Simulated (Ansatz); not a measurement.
TePb (Fm-3m), a vibration from a frozen displacement

Theory: DFT PBE, scalar-relativistic, plane waves, PAW in Ansatz 0.2.0. Settings: plane waves to 420 eV, k-mesh 8×8×8 (Γ-centred), Gaussian smearing 0.05 eV. Spin–orbit coupling is left out, which matters for the heavy elements here. No spin polarisation. Energies are free energies at this smearing, counted from the undisturbed cell; pressure is positive in compression.

The starting cell (as given, not relaxed at this level; it stands at 2.3 GPa):

```
CELL_PARAMETERS angstrom
0.00000 3.22700 3.22700
3.22700 0.00000 3.22700
3.22700 3.22700 0.00000
ATOMIC_POSITIONS crystal
Te 0.50000 0.50000 0.50000
Pb 0.00000 0.00000 0.00000
```

Every Te atom is moved by x along the Cartesian unit vector (0.000, -0.707, -0.707); the cell and all other atoms stay fixed. The cell's volume is 67.21 Å³; the moved atoms weigh 127.600 u together and the others 207.200 u. Some rows repeat others by symmetry and weren't run.

| x (Å) | ΔE (meV/cell) | total force on the moved atoms along the move (eV/Å) | pressure (GPa) |
| --- | --- | --- | --- |
| -0.1000 | 3.52 | 0.0768 | 2.4349 |
| -0.0875 | 2.64 | 0.0646 | 2.4066 |
| -0.0750 | 1.90 | 0.0535 | 2.3822 |
| -0.0625 | 1.30 | 0.0433 | 2.3616 |
| -0.0500 | 0.82 | 0.0337 | 2.3447 |
| -0.0375 | 0.46 | 0.0247 | 2.3317 |
| -0.0250 | 0.20 | 0.0163 | 2.3223 |
| -0.0125 | 0.05 | 0.0081 | 2.3167 |
| 0.0000 | 0.00 | 0.0000 | 2.3149 |
| 0.0125 | 0.05 | -0.0081 | 2.3167 |
| 0.0250 | 0.20 | -0.0163 | 2.3223 |
| 0.0375 | 0.46 | -0.0247 | 2.3317 |
| 0.0500 | 0.82 | -0.0337 | 2.3447 |
| 0.0625 | 1.30 | -0.0433 | 2.3616 |
| 0.0750 | 1.90 | -0.0535 | 2.3822 |
| 0.0875 | 2.64 | -0.0646 | 2.4066 |
| 0.1000 | 3.52 | -0.0768 | 2.4349 |

Question: What frequency belongs to this motion?

Answer: The force constant is k = −dF/dx = 0.645 eV/Å², from the parabola through x = -0.0125, 0 and 0.0125. In every cell the moved atoms swing against the rest, so the mass is μ = m₁m₂/(m₁ + m₂) = 78.969 u, and ν̃ = 521.5 cm⁻¹ × √(|k|/μ) = 47 cm⁻¹, at this cell's pressure of 2.3 GPa. To first order in x, and within 1 %, the force on every atom lies along the move and, within each of the two groups, in proportion to the atom's mass, so this is itself a mode at the zone centre of this cell, taken without macroscopic field (the transverse frequency in a polar insulator).

Question: How far does the harmonic law reach?

Answer: At x = -0.100 Å, kx²/2 = 3.22 meV against the computed 3.52 meV (+9.3 %): the well stiffens in this direction at large amplitude.